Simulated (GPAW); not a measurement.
## LiBr (Fm-3m): one start, several treatments of the self-energy

Aim: compare treatments of exchange, screening and correlation for the gap of LiBr (Fm-3m).

Program: GPAW 26.7.0. Level of theory: PBE and many-body steps on it, plane waves. Results are calculated unless marked as measured.

## (1) The starting structure

It takes space group Fm-3m (No. 225, cubic). Conventional cell: a = 5.501 Å, b = 5.501 Å, c = 5.501 Å, α = 90.00°, β = 90.00°, γ = 90.00°. Nearest to Li lie 6 Br at 2.75 Å. Br has 6 Li at 2.75 Å nearest. Farther neighbours and most contacts between anions are not listed.

Structure file:

```cif
data_structure
_symmetry_space_group_name_H-M 'Fm-3m'
_symmetry_Int_Tables_number 225
_cell_length_a 5.5013
_cell_length_b 5.5013
_cell_length_c 5.5013
_cell_angle_alpha 90.000
_cell_angle_beta 90.000
_cell_angle_gamma 90.000
_cell_volume 166.49
loop_
_atom_site_label
_atom_site_type_symbol
_atom_site_symmetry_multiplicity
_atom_site_Wyckoff_symbol
_atom_site_fract_x
_atom_site_fract_y
_atom_site_fract_z
_atom_site_occupancy
Li1 Li 4 a 0.00000 0.00000 0.00000 1
Br1 Br 4 b 0.50000 0.00000 0.00000 1
```

The cell and positions come from the Crystallography Open Database and are kept as given unless a step says otherwise.

## (2) Empty states on the mesh, 4×4×4 mesh, 383 bands

This step: GPAW 26.7.0; DFT, PBE, plane waves, PAW.

The sums over transitions need many empty states on a uniform mesh; this step solves for them.

Contents of run.py:

```python
import json
import numpy as np
from gpaw.mpi import world
from gpaw import GPAW

calc = GPAW('gs.gpw').fixed_density(kpts={'size': (4, 4, 4), 'gamma': True},
    parallel={'domain': 1, 'band': 1},
    txt='nscf.txt')
calc.diagonalize_full_hamiltonian(nbands=383)
calc.write('full.gpw', mode='all')
res = {}
kpts = calc.get_ibz_k_points()
res['kpts'] = kpts
res['eigenvalues'] = [calc.get_eigenvalues(kpt=k) for k in range(len(kpts))]
res['n_electrons'] = calc.get_number_of_electrons()

if world.rank == 0:
    with open('result.json', 'w') as f:
        json.dump(res, f, default=lambda x: x.tolist())
```

On the command line:

```console
$ mpirun -n 4 gpaw python run.py
```

Numbers of over 12 decimals in the logs are rounded to 6 here.

The log of the run:

```text
Diagonalizing LCAO Hamiltonian
Converting LCAO to pw mode
convergence criteria:
- Maximum integral of absolute [eigenst]ate change: 4e-08 eV^2 / valence electron
maximum number of iterations: 100

SCF iterations
|iter     |     time |      energy | eigst |  dens |
|iter:   1|  |             | +0.87 |       |
|iter:   2|  |             | -0.40 |       |
|iter:   3|  |             | -1.21 |       |
|iter:   4|  |             | -1.50 |       |
|iter:   5|  |             | -3.52 |       |
|iter:   6|  |             | -5.25 |       |
|iter:   7|  |             | -6.28 |       |
|iter:   8|  |             | -7.79c|       |
SCF steps: 8
  __  _  _
 | _ |_)|_||  |
 |__||  | ||/\| - 26.7.0

Input parameters:
  mode=PW(ecut=600.0),
  convergence={'density': 1e-06, 'bands': -3},
  gpts=array([24, 24, 24]),
  kpts=MonkhorstPack(size=(4, 4, 4), gamma=True),
  maxiter=100,
  nbands=11,
  occupations=Occupations(name='fermi-dirac', width=0.001, fixmagmom=False),
  parallel={'domain': 1, 'band': 1},
  xc=XC(name='PBE')
Matrix size: 1411x1411
# Writing to full.gpw (mode='all')
  [... matrices ...]

timing:  # [seconds]
  Total: 6.716  # ━━━━━━━━━━━━━━━━━━━━━━━━━━━━━━━━━━━━━━━━━━━━━━━━━━━━━━━━━━━
```

Wall time 10 s (4 MPI ranks of Arm Neoverse V1, shared host); peak memory 1.3 GiB; 41 s of CPU time.

This step gave:

| Property | Result |
| --- | --- |
| gap | 4.936 eV |
| k of the valence top | 0, 0, 0 |
| k of the conduction bottom | 0, 0, 0 |
| least direct gap | 4.936 eV |
| k points computed | 8 |
| lowest point of the top converged band, above the valence top | 243.4712 eV |

On this mesh the gap is 4.936 eV.

## (3) G0W0, Godby-Needs plasmon pole

G0W0 replaces the xc potential by the self-energy, built once from these orbitals. Only a window of levels is corrected, while the sums run over the empty bands that the input names.

This step: G0W0 on PBE, plane waves, PAW.

Contents of run.py:

```python
import json
import numpy as np
from gpaw.mpi import world
from gpaw.response.g0w0 import G0W0

gw = G0W0('full.gpw',
    filename='gw',
    kpts=[0],
    bands=(2, 6),
    ecut=150,
    nbands=173,
    integrate_gamma='WS',
    ppa=True)
gw.calculate()
res = {mode: {k: v for k, v in r.items() if k != 'sigma_eskwn'}
       for mode, r in gw.all_results.items()}

if world.rank == 0:
    with open('result.json', 'w') as f:
        json.dump(res, f, default=lambda x: x.tolist())
```

On the command line:

```console
$ mpirun -n 4 gpaw python run.py
```

The log of the run:

```text
Using integrator: PointIntegrator
FrequencyGridDescriptor(from 0.000+0.000j to 0.000+27.211j eV, 2 points)
Nonperiodic BCs:  [False False False]
Using integrator: PointIntegrator
FrequencyGridDescriptor(from 0.000+0.000j to 0.000+27.211j eV, 2 points)
Nonperiodic BCs:  [False False False]
  ___  _ _ _
 |   || | | |
 | | || | | |
 |__ ||_____|
 |___|

BZ k-points: Symmetries present (total): 48

  [... matrices ...]
64 k-points: 4 x 4 x 4 Monkhorst-Pack grid + [1/8,1/8,1/8]
8 k-points in the irreducible part of the Brillouin zone
       k-points in crystal coordinates                weights
   0:     0.00000000    0.00000000    0.00000000          1/64
   1:     0.25000000    0.25000000    0.00000000          6/64
   2:     0.25000000    0.25000000    0.25000000          8/64
   3:     0.50000000    0.25000000   -0.25000000          6/64
   4:     0.50000000    0.25000000    0.25000000         12/64
   5:     0.50000000    0.50000000    0.00000000          3/64
   6:     0.50000000    0.50000000    0.25000000         24/64
   7:     0.50000000    0.50000000    0.50000000          4/64

Distributing spins, k-points and bands (1 x 1 x 4) over 4 processes
Number of blocks: 1

Quasi particle states:
k-points (IBZ indices): [0]
Band range: (2, 6)
  [... matrices ...]
Computational parameters:
Plane wave cut-off: 150 eV
Number of bands: 173
Coulomb cutoff: None
Broadening: 0.1 eV

fxc modes: GW
Kernel: RPA
Using Godby-Needs plasmon-pole approximation:
  Fitting energy: i*E0, E0 = 1.000 Hartree
Summing all q:

Calculating screened Coulomb potential
No Coulomb truncation
FrequencyGridDescriptor(from 0.000+0.000j to 0.000+27.211j eV, 2 points)
Removing empty qpoint cache files...

Calculating chi0 body with:
    Ground state adapter containing:
    Number of spins: 1
    Number of kpoints: 64
    Number of irreducible kpoints: 8
    Number of completely occupied states: 4
    Number of partially occupied states: 4
    Occupied states memory: 0.84375 M / cpu

    Linear response parametrization:
    q_c: [0.0, 0.0, 0.0]
    Number of frequency points: 2
    Planewave cutoff: 150.0
    Number of bands: 173
    Number of planewaves: 169
    Broadening (eta): 1e-06
    comm.size: 4
    kncomm.size: 4
    blockcomm.size: 1

    Memory estimate of potentially large arrays:
        chi0_wGG: 0.871613 M / cpu
Integrating chi0 body.

Symmetries of q_c:
    Direct symmetries (Uq -> q): 48
    Indirect symmetries (TUq -> q): 0
In total 48 allowed symmetries.

  [... matrices ...]
8 groups of equivalent kpoints. 87.5% reduction.

Integral kind: response function
Integrating chi0 head and wings.

Symmetries of q_c:
    Direct symmetries (Uq -> q): 48
    Indirect symmetries (TUq -> q): 0
In total 48 allowed symmetries.

  [... matrices ...]
8 groups of equivalent kpoints. 87.5% reduction.

Integral kind: response function wings

Calculating chi0 body with:
    Ground state adapter containing:
    Number of spins: 1
    Number of kpoints: 64
    Number of irreducible kpoints: 8
    Number of completely occupied states: 4
    Number of partially occupied states: 4
    Occupied states memory: 0.84375 M / cpu

    Linear response parametrization:
[... the further q-points ...]

Results:
f:      Occupation numbers
eps:     KS-eigenvalues [eV]
vxc:     KS vxc [eV]
exx:     Exact exchange [eV]
sigma:   Self-energies [eV]
dsigma:  Self-energy derivatives
Z:       Renormalization factors
qp:      QP-energies [eV]

k-point 0 (0): (0.000, 0.000, 0.000)                GW
band       f     eps     vxc     exx   sigma  dsigma       Z      qp
                                                                   GW
   2   1.000   0.844 -16.264 -19.872   1.684  -0.229   0.814  -0.722
   3   1.000   0.844 -16.264 -19.872   1.684  -0.229   0.814  -0.721
   4   0.000   5.781 -10.392  -6.204  -3.412  -0.184   0.845   6.436
   5   0.000  11.387  -9.104  -4.408  -3.749  -0.189   0.841  12.183
```

Run time: 31 s. Hardware: 4 MPI ranks; peak memory 0.98 GiB; 2.1 min of CPU time.

This step gave:

```
G0W0 gap on the points computed              : 7.158 eV
least direct G0W0 gap on the computed points : 7.158 eV
Z at the valence top                         : 0.8139
Z at the conduction bottom                   : 0.8449
starting gap on the mesh                     : 4.936 eV
k of the valence top                         : 0, 0, 0
k of the conduction bottom                   : 0, 0, 0
```

The gap on the mesh goes from 4.94 eV to 7.16 eV, a correction of +2.22 eV.

## (4) One-shot HSE06

This step: one-shot HSE06 levels on PBE orbitals, plane waves, PAW.

Contents of run.py:

```python
import json
import numpy as np
from gpaw.mpi import world
from gpaw.hybrids.eigenvalues import non_self_consistent_eigenvalues

dft, vxc, vxc_hyb = non_self_consistent_eigenvalues('full.gpw', 'HSE06', 2, 6, kpt_indices=[0])
res = {'dft': dft[0], 'hybrid': (dft - vxc + vxc_hyb)[0]}
if world.rank == 0:
    with open('hybrid.txt', 'w') as f:
        for k, e0, e1 in zip([0], res['dft'], res['hybrid']):
            print(k, ' '.join(f'{x:9.4f}' for x in e0), '|', ' '.join(f'{x:9.4f}' for x in e1), file=f)

if world.rank == 0:
    with open('result.json', 'w') as f:
        json.dump(res, f, default=lambda x: x.tolist())
```

On the command line:

```console
$ mpirun -n 4 gpaw python run.py
```

The log of the run:

```text
IBZ(<points: 8, symmetries: 48>)
Occupied bands: 4
Transforming wave functions from IBZ to BZ: 0.023 seconds
Distributing wave functions and iFFT-ing to real space: 0.077 seconds
Calculating eigenvalues:
  k-points: 1
  Bands: 2-5 (inclusive)
  Seconds: 0.133 (wave-function broadcasting: 0.003 seconds)
HSE06-eigenvalue shifts:
  min: -0.810 eV
  ave: -0.219 eV
  max: 0.437 eV
```

It took 3.4 s on 4 MPI ranks; peak memory 0.45 GiB.

This step gave:

* starting gap on the mesh: 4.936 eV
* hybrid gap on the mesh: 6.053 eV
* least direct hybrid gap on the computed points: 6.053 eV

(Part 1 of 2 ends here.)

[Paths, hosts, dates, memory and timing lines, banners, echoed tables and standing remarks are left out of the program output.]

[Logs are printed without paths, hosts, clocks, repeated set-up lines and the standing remarks that a program may print on its own settings, such as how far it seeks lower states.]

[Runs of the session that timed out or met a known fault of the program may be left out.]

[Hosts, paths, dates, database ids (printed as entryN), source tags and the programs' standing remarks are cut or masked in the printed files.]
